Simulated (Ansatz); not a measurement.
**Barrier of one jump, B in BN**

The calculation used DFT PBE+D3(BJ), scalar-relativistic, plane waves, PAW (Ansatz 0.2.0). Run with 420 eV cutoff, 2×2×2 k-mesh, shifted by half a step, Gaussian smearing of 0.02 eV, collinear spin.

Host crystal, relaxed:

```cif
data_structure
_symmetry_space_group_name_H-M 'P 1'
_symmetry_Int_Tables_number 1
_cell_length_a 3.9820
_cell_length_b 2.5052
_cell_length_c 3.5671
_cell_angle_alpha 79.867
_cell_angle_beta 38.267
_cell_angle_gamma 61.866
_cell_volume 18.16
loop_
_atom_site_label
_atom_site_type_symbol
_atom_site_fract_x
_atom_site_fract_y
_atom_site_fract_z
_atom_site_occupancy
B1 B 0.00011 0.00011 0.99989 1
N1 N 0.66659 0.66659 0.33341 1
```

In a supercell of 24 host sites, interstitial B hops to an equivalent place, moving 1.35 Å between the relaxed ends. Climbing-image nudged elastic band at fixed cell with images 0 (start) to 6 (end), the path measured over all atoms, converged to 0.05 eV/Å; the order of the saddle wasn't checked, and the small cell leaves errors of about a tenth of an eV.

Supercell rows in host cell vectors: 3 -1 -2; -2 0 3; 0 -2 -1. B was set at (0.562, 0.083, 0.875) of the host cell.

At the relaxed start B has 1 N at 1.50 Å, 1 B at 1.73 Å.

Question: What barrier does the band give, and what surrounds the atom at the top?

Answer: 0.10 eV at image 2, where B has 1 N at 1.54 Å, 1 B at 1.61 Å, 1 B at 1.75 Å, 1 N at 1.91 Å. An image lies below the start, so the start isn't the lowest place along this path.

Cost: 1 run of about 21 core-minutes, on Intel Xeon 6975P-C (Granite Rapids) (shared hosts).